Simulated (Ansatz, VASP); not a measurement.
## SnO2 (Cassiterite) in VASP and in Ansatz

File INCAR:

```
PREC = Accurate ; ENCUT = 520
EDIFF = 1E-6 ; ISMEAR = -1
SIGMA = 0.05 ; LREAL = F
LASPH = T ; NELM = 100
ALGO = Fast ; ISIF = 2
LWAVE = F ; LCHARG = F
GGA = PE ; NBANDS = 35
```

Contents of KPOINTS:

```
Automatic mesh
0
Gamma
  6 6 8
```

File POSCAR:

```
SnO2
1.0
    4.6739651233      0.0000000000      0.0000000000
    0.0000000000      4.6739651233      0.0000000000
    0.0000000000      0.0000000000      3.1434339099
Sn O
2 4
Direct
    0.5000000000      0.5000000000      0.5000000000
    0.0000000000      0.0000000000      0.0000000000
    0.8071000000      0.1929000000      0.5000000000
    0.6929000000      0.6929000000      0.0000000000
    0.1929000000      0.8071000000      0.5000000000
    0.3071000000      0.3071000000      0.0000000000
```

The input input.yaml:

```yaml
crystal:
  lattice:
    - [4.6739651233, 0.0, 0.0]
    - [0.0, 4.6739651233, 0.0]
    - [0.0, 0.0, 3.1434339099]
  atoms:
    - { symbol: Sn, position: [0.5, 0.5, 0.5] }
    - { symbol: Sn, position: [0.0, 0.0, 0.0] }
    - { symbol: O, position: [0.8071, 0.1929, 0.5] }
    - { symbol: O, position: [0.6929, 0.6929, 0.0] }
    - { symbol: O, position: [0.1929, 0.8071, 0.5] }
    - { symbol: O, position: [0.3071, 0.3071, 0.0] }
hamiltonian:
  xc: pbe
  pseudopotentials: { kind: paw, partial_waves: polarizable }
kpoints:
  mp_grid: { grid: [6, 6, 8] }
scf:
  occupations: { method: fermi_dirac, width: 0.05 }
output:
  forces: true
  stress: true
  eigenvalues: true
  write_density: true
  write_potential: true
  elf: true
  volumetric_format: npy
```

Alike in both runs: task single point; functional PBE; k mesh 6 × 6 × 8; occupations fermi-dirac, width 0.05 eV; no spin polarisation.

|  | VASP | Ansatz |
| --- | --- | --- |
| version | VASP 6.6.1 | Ansatz 0.2.0 |
| potentials or method | VASP PAW PBE potentials, release 64 (Sn_d, O) | Ansatz PAW polarizable |
| plane-wave cutoff (eV) | 520 | 420 |
| valence electrons in the cell | 52 | 52 |

```tsv
	VASP	Ansatz	Ansatz less VASP
gap on the k mesh at the Fermi level (eV)	1.76	1.77	+0.008
least direct gap on the mesh (eV)	1.76	1.77	+0.008
pressure (GPa)	22.1	21.5	-0.60
largest component of the traceless stress (GPa)	4.34	4.07	-0.269
rms of the force components (eV/Å)	0.225	0.215	-0.0104
```

Atom by atom the forces differ by 0.010 eV/Å (rms over components).

Caveats: spin-orbit coupling is left out, which moves the levels of the heavy elements; so large a pressure means that the cell lies far from this level's equilibrium, or that cutoff or potentials fall short (VASP); the pressure holds a Pulay correction of +0.9 GPa for the finite cutoff (Ansatz). PBE gaps usually lie below the measured ones, often by a third to a half.
